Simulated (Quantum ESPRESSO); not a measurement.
Write the native input for Quantum ESPRESSO 7.5 that does the following.

```
Task                : phonons and electron-phonon coupling
Functional          : PBEsol
Potentials or basis : GBRV 1.5 PBEsol
Cutoff              : 762 eV
Density cutoff      : 6095 eV
k mesh              : 6 × 6 × 4
Occupations         : methfessel-paxton, width 0.272 eV
Spin                : no spin polarisation
Mixing beta         : 0.5
Most SCF iterations : 120
SCF threshold       : 6e-10 Ry
q mesh              : 2 × 2 × 1
```

The system is Ta2N.

```
Ta N
1.0
     3.11286    0.00000    0.00000
    -1.55643    2.69582    0.00000
     0.00000    0.00000    4.86984
Ta N
2 1
Direct
  0.33333 0.66667 0.25471
  0.66667 0.33333 0.74529
  0.00000 0.00000 0.00000
```

The cell comes from a database or a generator and needn't be the stable form of this composition.

One way to write it, as run:

pw.in

```
&CONTROL
  calculation = 'scf'
  prefix = 'pwscf'
  outdir = './tmp'
  pseudo_dir = './pseudo'
  tprnfor = .true.
  tstress = .true.
  disk_io = 'low'
/
&SYSTEM
  ibrav = 0
  celldm(1) = 8
  nat = 3
  ntyp = 2
  ecutwfc = 56
  ecutrho = 448
  nbnd = 23
  occupations = 'smearing'
  smearing = 'mp'
  degauss = 0.01999163
/
&ELECTRONS
  conv_thr = 6d-10
  electron_maxstep = 120
  mixing_beta = 0.5
/
ATOMIC_SPECIES
Ta   180.9479 ta_pbesol_v1.uspp.F.UPF
N     14.0070 n_pbesol_v1.2.uspp.F.UPF
CELL_PARAMETERS alat
  0.7353069637788   0.0000000000000   0.0000000000000
 -0.3676534818894   0.6367945101982   0.0000000000000
  0.0000000000000   0.0000000000000   1.1503332200592
ATOMIC_POSITIONS crystal
Ta     0.3333333333    0.6666666667    0.2547110000
Ta     0.6666666667    0.3333333333    0.7452890000
N      0.0000000000    0.0000000000    0.0000000000
K_POINTS automatic
6 6 4 0 0 0
```

relax.in

```
&CONTROL
  calculation = 'vc-relax'
  prefix = 'pwscf'
  outdir = './tmp'
  pseudo_dir = './pseudo'
  tprnfor = .true.
  tstress = .true.
  disk_io = 'low'
  nstep = 40
  forc_conv_thr = 0.0001
  etot_conv_thr = 1d-06
/
&SYSTEM
  ibrav = 0
  celldm(1) = 8
  nat = 3
  ntyp = 2
  ecutwfc = 56
  ecutrho = 448
  nbnd = 23
  occupations = 'smearing'
  smearing = 'mp'
  degauss = 0.01999163
/
&ELECTRONS
  conv_thr = 6d-10
  electron_maxstep = 120
  mixing_beta = 0.5
/
&IONS
  ion_dynamics = 'bfgs'
/
&CELL
  cell_dynamics = 'bfgs'
  press = 0
  press_conv_thr = 0.2
/
ATOMIC_SPECIES
Ta   180.9479 ta_pbesol_v1.uspp.F.UPF
N     14.0070 n_pbesol_v1.2.uspp.F.UPF
CELL_PARAMETERS alat
  0.7353069637708  -0.0000000000000   0.0000000000000
 -0.3676534818854   0.6367945102051   0.0000000000000
  0.0000000000000   0.0000000000000   1.1503332200592
ATOMIC_POSITIONS crystal
Ta     0.3333333333    0.6666666667    0.2547110000
Ta     0.6666666667    0.3333333333    0.7452890000
N      0.0000000000    0.0000000000    0.0000000000
K_POINTS automatic
6 6 4 0 0 0
```

scf2.in

```
&CONTROL
  calculation = 'scf'
  prefix = 'pwscf'
  outdir = './tmp'
  pseudo_dir = './pseudo'
  tprnfor = .true.
  tstress = .true.
  disk_io = 'low'
/
&SYSTEM
  ibrav = 0
  celldm(1) = 8
  nat = 3
  ntyp = 2
  ecutwfc = 56
  ecutrho = 448
  nbnd = 23
  occupations = 'smearing'
  smearing = 'mp'
  degauss = 0.01999163
/
&ELECTRONS
  conv_thr = 1d-13
  electron_maxstep = 120
  mixing_beta = 0.5
  startingpot = 'file'
  startingwfc = 'file'
/
ATOMIC_SPECIES
Ta   180.9479 ta_pbesol_v1.uspp.F.UPF
N     14.0070 n_pbesol_v1.2.uspp.F.UPF
CELL_PARAMETERS alat
  0.7292224519966  -0.0000000000000   0.0000000000000
 -0.3646112259983   0.6315251684391   0.0000000000000
  0.0000000000000   0.0000000000000   1.1356010176384
ATOMIC_POSITIONS crystal
Ta     0.3333333333    0.6666666667    0.2518933808
Ta     0.6666666667    0.3333333333    0.7481066192
N      0.0000000000    0.0000000000    0.0000000000
K_POINTS automatic
6 6 4 0 0 0
```

dense.in

```
&CONTROL
  calculation = 'scf'
  prefix = 'pwscf'
  outdir = './tmp'
  pseudo_dir = './pseudo'
  tprnfor = .true.
  tstress = .true.
  disk_io = 'low'
/
&SYSTEM
  ibrav = 0
  celldm(1) = 8
  nat = 3
  ntyp = 2
  ecutwfc = 56
  ecutrho = 448
  nbnd = 23
  occupations = 'smearing'
  smearing = 'mp'
  degauss = 0.01999163
  la2F = .true.
/
&ELECTRONS
  conv_thr = 1d-12
  electron_maxstep = 120
  mixing_beta = 0.5
  startingpot = 'file'
/
ATOMIC_SPECIES
Ta   180.9479 ta_pbesol_v1.uspp.F.UPF
N     14.0070 n_pbesol_v1.2.uspp.F.UPF
CELL_PARAMETERS alat
  0.7292224519966  -0.0000000000000   0.0000000000000
 -0.3646112259983   0.6315251684391   0.0000000000000
  0.0000000000000   0.0000000000000   1.1356010176384
ATOMIC_POSITIONS crystal
Ta     0.3333333333    0.6666666667    0.2518933808
Ta     0.6666666667    0.3333333333    0.7481066192
N      0.0000000000    0.0000000000    0.0000000000
K_POINTS automatic
18 18 12 0 0 0
```

scf3.in

```
&CONTROL
  calculation = 'scf'
  prefix = 'pwscf'
  outdir = './tmp'
  pseudo_dir = './pseudo'
  tprnfor = .true.
  tstress = .true.
  disk_io = 'low'
/
&SYSTEM
  ibrav = 0
  celldm(1) = 8
  nat = 3
  ntyp = 2
  ecutwfc = 56
  ecutrho = 448
  nbnd = 23
  occupations = 'smearing'
  smearing = 'mp'
  degauss = 0.01999163
/
&ELECTRONS
  conv_thr = 1d-12
  electron_maxstep = 120
  mixing_beta = 0.5
  startingpot = 'file'
/
ATOMIC_SPECIES
Ta   180.9479 ta_pbesol_v1.uspp.F.UPF
N     14.0070 n_pbesol_v1.2.uspp.F.UPF
CELL_PARAMETERS alat
  0.7292224519966  -0.0000000000000   0.0000000000000
 -0.3646112259983   0.6315251684391   0.0000000000000
  0.0000000000000   0.0000000000000   1.1356010176384
ATOMIC_POSITIONS crystal
Ta     0.3333333333    0.6666666667    0.2518933808
Ta     0.6666666667    0.3333333333    0.7481066192
N      0.0000000000    0.0000000000    0.0000000000
K_POINTS automatic
6 6 4 0 0 0
```

ph.in

```
phonon_bands of Ta2N
&INPUTPH
  prefix = 'pwscf'
  outdir = './tmp'
  tr2_ph = 1d-18
  fildyn = 'dyn'
  niter_ph = 90
  alpha_mix(1) = 0.4
  ldisp = .true.
  nq1 = 2
  nq2 = 2
  nq3 = 1
  electron_phonon = 'interpolated'
  el_ph_sigma = 0.005
  el_ph_nsigma = 10
  fildvscf = 'dvscf'
/
```

q2r.in

```
&INPUT
  fildyn = 'dyn'
  zasr = 'crystal'
  flfrc = 'fc'
  la2F = .true.
/
```

matdyn.in

```
&INPUT
  asr = 'crystal'
  flfrc = 'fc'
  flfrq = 'freq'
  q_in_cryst_coord = .true.
  flvec = ' '
/
80
 0.0000000000  0.0000000000  0.0000000000
 0.0500000000  0.0000000000  0.0000000000
 0.1000000000  0.0000000000  0.0000000000
 0.1500000000  0.0000000000  0.0000000000
 0.2000000000  0.0000000000  0.0000000000
 0.2500000000  0.0000000000  0.0000000000
 0.3000000000  0.0000000000  0.0000000000
 0.3500000000  0.0000000000  0.0000000000
 0.4000000000  0.0000000000  0.0000000000
 0.4500000000  0.0000000000  0.0000000000
 0.5000000000  0.0000000000  0.0000000000
 0.4722222222  0.0555555556  0.0000000000
 0.4444444444  0.1111111111  0.0000000000
 0.4166666667  0.1666666667  0.0000000000
 0.3888888889  0.2222222222  0.0000000000
 0.3611111111  0.2777777778  0.0000000000
 0.3333333333  0.3333333333  0.0000000000
 0.3055555556  0.3055555556  0.0000000000
 0.2777777778  0.2777777778  0.0000000000
 0.2500000000  0.2500000000  0.0000000000
 0.2222222222  0.2222222222  0.0000000000
 0.1944444444  0.1944444444  0.0000000000
 0.1666666667  0.1666666667  0.0000000000
 0.1388888889  0.1388888889  0.0000000000
 0.1111111111  0.1111111111  0.0000000000
 0.0833333333  0.0833333333  0.0000000000
 0.0555555556  0.0555555556  0.0000000000
 0.0277777778  0.0277777778  0.0000000000
 0.0000000000  0.0000000000  0.0000000000
 0.0000000000  0.0000000000  0.0833333333
 0.0000000000  0.0000000000  0.1666666667
 0.0000000000  0.0000000000  0.2500000000
 0.0000000000  0.0000000000  0.3333333333
 0.0000000000  0.0000000000  0.4166666667
 0.0000000000  0.0000000000  0.5000000000
 0.0454545455  0.0000000000  0.5000000000
 0.0909090909  0.0000000000  0.5000000000
 0.1363636364  0.0000000000  0.5000000000
 0.1818181818  0.0000000000  0.5000000000
 0.2272727273  0.0000000000  0.5000000000
 0.2727272727  0.0000000000  0.5000000000
 0.3181818182  0.0000000000  0.5000000000
 0.3636363636  0.0000000000  0.5000000000
 0.4090909091  0.0000000000  0.5000000000
 0.4545454545  0.0000000000  0.5000000000
 0.5000000000  0.0000000000  0.5000000000
 0.4722222222  0.0555555556  0.5000000000
 0.4444444444  0.1111111111  0.5000000000
 0.4166666667  0.1666666667  0.5000000000
 0.3888888889  0.2222222222  0.5000000000
 0.3611111111  0.2777777778  0.5000000000
 0.3333333333  0.3333333333  0.5000000000
 0.3095238095  0.3095238095  0.5000000000
 0.2857142857  0.2857142857  0.5000000000
 0.2619047619  0.2619047619  0.5000000000
 0.2380952381  0.2380952381  0.5000000000
 0.2142857143  0.2142857143  0.5000000000
 0.1904761905  0.1904761905  0.5000000000
 0.1666666667  0.1666666667  0.5000000000
 0.1428571429  0.1428571429  0.5000000000
 0.1190476190  0.1190476190  0.5000000000
 0.0952380952  0.0952380952  0.5000000000
 0.0714285714  0.0714285714  0.5000000000
 0.0476190476  0.0476190476  0.5000000000
 0.0238095238  0.0238095238  0.5000000000
 0.0000000000  0.0000000000  0.5000000000
 0.5000000000  0.0000000000  0.5000000000
 0.5000000000  0.0000000000  0.4166666667
 0.5000000000  0.0000000000  0.3333333333
 0.5000000000  0.0000000000  0.2500000000
 0.5000000000  0.0000000000  0.1666666667
 0.5000000000  0.0000000000  0.0833333333
 0.5000000000  0.0000000000  0.0000000000
 0.3333333333  0.3333333333  0.0000000000
 0.3333333333  0.3333333333  0.0833333333
 0.3333333333  0.3333333333  0.1666666667
 0.3333333333  0.3333333333  0.2500000000
 0.3333333333  0.3333333333  0.3333333333
 0.3333333333  0.3333333333  0.4166666667
 0.3333333333  0.3333333333  0.5000000000
```

matdyn_dos.in

```
&INPUT
  asr = 'crystal'
  flfrc = 'fc'
  dos = .true.
  fldos = 'phdos'
  nk1 = 9
  nk2 = 9
  nk3 = 8
  deltaE = 1
  flvec = ' '
  flfrq = ' '
/
```

matdyn_a2f.in

```
&INPUT
  asr = 'crystal'
  flfrc = 'fc'
  la2F = .true.
  dos = .true.
  fldos = 'dos2'
  nk1 = 8
  nk2 = 8
  nk3 = 6
  ndos = 60
  el_ph_nsigma = 10
  flfrq = 'dosfreq2'
  flvec = ' '
/
```

matdyn_mesh.in

```
&INPUT
  asr = 'crystal'
  flfrc = 'fc'
  flfrq = 'mesh'
  q_in_cryst_coord = .true.
  flvec = ' '
/
384
 0.06250000  0.06250000  0.08333333
 0.06250000  0.06250000  0.25000000
 0.06250000  0.06250000  0.41666667
[... 381 further points of the even 8 x 8 x 6 mesh, shifted by half a step ...]
```

Potentials or basis: GBRV 1.5 PBEsol.

Run with:

```console
$ OMP_NUM_THREADS=1 pw.x -in pw.in > pw.out
$ OMP_NUM_THREADS=1 pw.x -in relax.in > relax.out
$ OMP_NUM_THREADS=1 pw.x -in scf2.in > scf2.out
$ OMP_NUM_THREADS=1 pw.x -in dense.in > dense.out
$ OMP_NUM_THREADS=1 pw.x -in scf3.in > scf3.out
$ OMP_NUM_THREADS=1 ph.x -in ph.in > ph.out
$ OMP_NUM_THREADS=1 q2r.x -in q2r.in > q2r.out
$ OMP_NUM_THREADS=1 matdyn.x -in matdyn.in > matdyn.out
$ OMP_NUM_THREADS=1 matdyn.x -in matdyn_dos.in > matdyn_dos.out
$ OMP_NUM_THREADS=1 matdyn.x -in matdyn_a2f.in > matdyn_a2f.out
$ OMP_NUM_THREADS=1 matdyn.x -in matdyn_mesh.in > matdyn_mesh.out
```

It gave:

```json
{"Relaxed volume": "13.23 Å³/atom", "Relaxed cell": "a = 3.087 Å, b = 3.087 Å, c = 4.807 Å, α = 90.00°, β = 90.00°, γ = 120.00°", "Space group after relaxing (to 0.05 Å)": "P-3m1 (No. 164)", "Pressure after relaxing": "0.0 GPa", "Band gap on the k mesh": "none (metal or under the smearing width)", "Highest phonon frequency": "573 cm⁻¹", "Zero-point energy": "0.052 eV/atom"}
```

Caveat: the k mesh is coarse (spacing up to 0.39 Å⁻¹), so the values aren't converged; the mesh is thin for the phonons of a metal; λ from interpolated matrix elements is rough: modes that symmetry makes equal can differ by tens of percent; the q mesh is small, so phonon branches between its points and thermal values are rough.

Run time: 43 min on 1 thread of Arm Neoverse V1 (shared host), peak memory 0.57 GiB.
